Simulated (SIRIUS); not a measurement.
## Mo: single point with PBEsol

The system is Mo.

```
Mo
1.0
    -1.59439    1.59130    1.58454
     1.61239   -1.54306    1.55430
     1.60659    1.55526   -1.53630
Mo
1
Cartesian
  -0.0831 -0.0073 -0.0091
```

The cell isn't the ideal one: cell strained at random at fixed volume.

```yaml
Program: SIRIUS 7.12.0
Task: single point
Functional: PBEsol
Potentials_or_basis: PseudoDojo 0.4.1 PBEsol standard (scalar relativistic)
Cutoff: 1102 eV
Density_cutoff: 4408 eV
k_mesh: 12 × 12 × 12
Occupations: fermi-dirac, width 0.05 eV
Spin: no spin polarisation
```

```yaml
Pressure: -9.1 GPa
Band_gap_on_the_k_mesh: none (metal or under the smearing width)
```

Stress tensor (GPa, compression positive):
```
-14.38  -0.80  -1.22
 -0.80  -6.92  -3.09
 -1.22  -3.09  -6.02
```

It took 2.3 min on 1 thread of Intel(R) Xeon(R) Platinum 8259CL CPU @ 2.50GHz (Skylake/Cascade Lake), on a shared host, peak memory 1.6 GiB.
